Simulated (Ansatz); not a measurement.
Input file of a DFT run on Mo with Ansatz:

```yaml
crystal:
  lattice:
    - [2.7496756349, 0.0, 0.0]
    - [-1.3748378175, 2.381288952, 0.0]
    - [0.0, 0.0, 4.9234509241]
  atoms:
    - { symbol: Mo, position: [0.3333333333, 0.6666666667, 0.75] }
    - { symbol: Mo, position: [0.6666666667, 0.3333333333, 0.25] }
basis:
  ecutwfc: 420
  ecutrho_ratio: 4
kpoints:
  mp_grid: { grid: [18, 18, 8] }
hamiltonian:
  xc: pbe
scf:
  occupations: { method: gaussian, width: 0.05 }
output:
  forces: true
  stress: true
  eigenvalues: true
  populations: true
magnetization:
  noncollinear: true
  spin_orbit: true
relax:
  f_tol: 0.02
  max_steps: 40
  cell: { stress_tol: 0.2, fix: [volume] }
```

At room temperature and ambient pressure Mo is bcc.

Q: Before reading the output: what should come out?

A: Energy lowered by 0.3 meV/atom, pressure 0.2 GPa, gap on the mesh zero (metallic) (PBE+SOC).

Output, machine lines left out:

```
Pseudopotentials: kind: paw_fr
Pseudopotential: Mo, paw_fr, valence charge 14, recommended cutoff 420 eV (normal), Mo.paw.azcp#standard-fr
Crystal: 2 atoms, lattice volume = 32.238 Å³
Basis set: ecut = 420 eV, 647 PW (Γ), exchange–correlation on 40×40×72 points (8 copies of the dense FFT grid, shifted against one another)
Bands: 36, of which v1, the nominal top of the filled ones, is band 28 counted from 1 (27 counted from 0)
Symmetry: 24 space group operations + 24 with time reversal
Magnetic group: BNS 194.264 (UNI 1494), of the structure as read, at distance tolerance 3.2e-5 Å
k-points: 185 of 2592
Projection manifold: j_resolved (fully-relativistic pseudo-atomic orbitals)
Initial density: superposition of atomic densities (chi_scale 0.1, normalization cell)
Initial wavefunctions: pseudopotential atomic-orbital guess
Functional: x = pbe(κ = 0.804, μ = 0.21951), c = pbe(β = 0.06672)
```

```
SCF iter   1: F=—  HF=-9914.661831 eV  |F-HF|=—  |Δ(HF+E_count)|=         —  Δρ=9.93e-2  dr2=3.26e0  dr2_m=0.00e0 (ungated)  |M|=0.00e0 ∫|m|=0.00e0 μB
SCF iter   2: F=—  HF=-9914.071246 eV  |F-HF|=—  |Δ(HF+E_count)|=   5.91e-1  Δρ=7.15e-2  dr2=1.65e0  dr2_m=0.00e0 (ungated)  |M|=0.00e0 ∫|m|=0.00e0 μB
SCF iter   3: F=—  HF=-9913.512195 eV  |F-HF|=—  |Δ(HF+E_count)|=   5.59e-1  Δρ=8.76e-3  dr2=9.94e-3  dr2_m=0.00e0 (ungated)  |M|=0.00e0 ∫|m|=0.00e0 μB
SCF iter   4: F=—  HF=-9913.514391 eV  |F-HF|=—  |Δ(HF+E_count)|=   2.20e-3  Δρ=1.41e-3  dr2=5.48e-4  dr2_m=0.00e0 (ungated)  |M|=0.00e0 ∫|m|=0.00e0 μB
SCF iter   5: F=—  HF=-9913.514322 eV  |F-HF|=—  |Δ(HF+E_count)|=   6.90e-5  Δρ=2.18e-4  dr2=6.98e-6  dr2_m=0.00e0 (ungated)  |M|=0.00e0 ∫|m|=0.00e0 μB
SCF iter   6: F=—  HF=-9913.514326 eV  |F-HF|=—  |Δ(HF+E_count)|=   3.82e-6  Δρ=3.18e-5  dr2=2.02e-7  dr2_m=0.00e0 (ungated)  |M|=0.00e0 ∫|m|=0.00e0 μB
SCF iter   7: F=-9913.514326 eV  HF=-9913.514326 eV  |F-HF|=5.90e-9  |Δ(HF+E_count)|=   2.24e-8  Δρ=7.35e-6  dr2=1.38e-8  dr2_m=0.00e0 (ungated)  |M|=0.00e0 ∫|m|=0.00e0 μB
SCF 1 converged in 7 iterations: F = -9913.514326 eV  dr2 = 1.38e-8
relax step   1: F+E_penalty+E_count = -9913.51432607 eV  Δ(F+E_penalty+E_count) = +0.000e0 eV  max|allowed force component| = 1.850e-17 eV/Å  Δτ_max = 0.0000 Å  P = +0.371 GPa  Ω = 32.238 Å³  fix = [volume]  reactions: volume +0.371 GPa  (7 SCF iters, dr2 threshold 1.00e-7 eV, accepted)
SCF iter   1: F=—  HF=-9913.515021 eV  |F-HF|=—  |Δ(HF+E_count)|=         —  Δρ=1.70e-3  dr2=6.48e-4  dr2_m=0.00e0 (ungated)  |M|=0.00e0 ∫|m|=0.00e0 μB
...
SCF 2 converged in 5 iterations: F = -9913.514834 eV  dr2 = 1.55e-9
SCF 3 converged in 4 iterations: F = -9913.515026 eV  dr2 = 9.50e-9
...
SCF iter   1: F=—  HF=-9913.515024 eV  |F-HF|=—  |Δ(HF+E_count)|=         —  Δρ=1.39e-5  dr2=1.11e-8  dr2_m=0.00e0 (ungated)  |M|=0.00e0 ∫|m|=0.00e0 μB
SCF iter   2: F=—  HF=-9913.515024 eV  |F-HF|=—  |Δ(HF+E_count)|=   4.01e-7  Δρ=1.02e-5  dr2=6.30e-9  dr2_m=0.00e0 (ungated)  |M|=0.00e0 ∫|m|=0.00e0 μB
SCF iter   3: F=-9913.515024 eV  HF=-9913.515024 eV  |F-HF|=5.46e-12  |Δ(HF+E_count)|=   5.25e-9  Δρ=7.47e-7  dr2=8.61e-11  dr2_m=0.00e0 (ungated)  |M|=0.00e0 ∫|m|=0.00e0 μB
SCF 4 converged in 3 iterations: F = -9913.515024 eV  dr2 = 8.61e-11
```

```
SCF converged after 3 iterations
Magnetization: |M| = 0.0000 μB,  M = (+0.0000, +0.0000, +0.0000) μB
Absolute magnetization: 0.0000 μB (∫|m|)
  site 0: m = (+0.0000, +0.0000, +0.0000) μB, |m| = 0.0000 μB  (R = 1.14 Å)
  site 1: m = (+0.0000, +0.0000, +0.0000) μB, |m| = 0.0000 μB  (R = 1.14 Å)
Free energy (F): -9913.515024 eV
E sigma→0 (E₀):  -9913.513180 eV
Entropy (-TS):   -0.003688 eV (-1.844 meV/atom)
Fermi energy:    20.083990 eV
--- Per-component energies (eV) ---
  E_band       = -126.937901
  E_kinetic    = 881.391205
  E_local      = -1623.607818  (includes V_loc(G=0)·N_el)
  E_nonlocal   = 285.614652
  E_hartree    = 537.474662
  E_xc         = -366.436480
  E_vxc        = -457.305662  (∫ρ·V_xc dr)
  E_paw        = -6404.579804  (= ΣΔE_a)
  E_vpaw       = -287.979758  (= ΣTr[D̂ρ^β])
  E_aug_tail   = 0.000088  (compensation charges beyond the density's cutoff)
  E_ewald      = -3223.367841
  E_smearing   = -0.003688  (= −TS)
--- Forces (eV/Å), atoms counted from 1 ---
  atom   1  Mo     0.00000000     0.00000000     0.00000000
  atom   2  Mo     0.00000000     0.00000000     0.00000000
--- Stress (GPa, compression-positive) ---
        0.177419       0.000000       0.000000
        0.000000       0.177419       0.000000
        0.000000       0.000000       0.119898
  P = ⅓ Tr σ = 0.1582 GPa (1.582 kbar)
--- Band table (eV; the first three rows and the last of 185) ---
  k-point 0: bands = ["-40.7717", "-40.7717", "-40.6179", "-40.6179", "-16.3799", "-16.3799", "-15.8910", "-15.8910", "-14.0309", "-14.0309", "-13.3845", "-13.3845", "-13.3106", "-13.3106", "-13.2018", "-13.2018", "13.2601", "13.2601", "15.3721", "15.3721", "18.3498", "18.3498", "19.3404", "19.3404", "19.5208", "19.5208", "19.8226", "19.8226", "20.0157", "20.0157", "20.6410", "20.6410", "21.4797", "21.4797", "21.5880", "21.5880"]
  k-point 1: bands = ["-40.7659", "-40.7659", "-40.6239", "-40.6239", "-16.3589", "-16.3589", "-15.9071", "-15.9071", "-14.0107", "-14.0107", "-13.4138", "-13.4138", "-13.3065", "-13.3065", "-13.2060", "-13.2060", "13.4003", "13.4003", "15.3851", "15.3851", "18.2984", "18.2984", "19.3237", "19.3237", "19.4990", "19.4990", "19.7754", "19.7754", "19.9633", "19.9633", "20.2919", "20.2919", "21.6005", "21.6005", "21.7035", "21.7035"]
  k-point 2: bands = ["-40.7494", "-40.7494", "-40.6407", "-40.6407", "-16.3000", "-16.3000", "-15.9541", "-15.9541", "-13.9515", "-13.9515", "-13.4952", "-13.4952", "-13.2947", "-13.2947", "-13.2178", "-13.2178", "13.7967", "13.7967", "15.3927", "15.3927", "18.1749", "18.1749", "19.2994", "19.2994", "19.4660", "19.4660", "19.4829", "19.4829", "19.6546", "19.6546", "19.8350", "19.8350", "21.9150", "21.9150", "22.0091", "22.0091"]
  k-point 184: bands = ["-40.4671", "-40.4671", "-40.4671", "-40.4671", "-16.5540", "-16.5540", "-16.5362", "-16.5362", "-14.3249", "-14.3249", "-14.1876", "-14.1876", "-13.8983", "-13.8983", "-13.7782", "-13.7782", "17.0066", "17.0066", "17.0478", "17.0478", "17.5003", "17.5003", "17.5346", "17.5346", "18.9345", "18.9345", "18.9635", "18.9635", "20.4077", "20.4077", "20.5123", "20.5123", "23.4684", "23.4684", "23.5035", "23.5035"]
--- Relaxed structure (3 steps of the walk, 3 accepted, 1 SCFs on fresh bases) ---
  F+E_penalty+E_count = -9913.51502409 eV   max|allowed force component| = 2.602e-17 eV/Å   (the final SCF, on the basis selected at the relaxed cell)
  cell:  # Å, volume = 32.2376 Å³
    - [2.75566, 0.00000, 0.0]
    - [-1.37783, 2.38647, 0.0]
    - [0.0, 0.0, 4.90208]
  atoms:
    - { symbol: Mo, position: [0.33333, 0.66667, 0.75000] }
    - { symbol: Mo, position: [0.66667, 0.33333, 0.25] }
--- Löwdin populations: 2 sites ---
  site symbol       q [e]
     0     Mo     13.9333
     1     Mo     13.9333
```

Absolute energies hang on the potentials; compare differences alone.
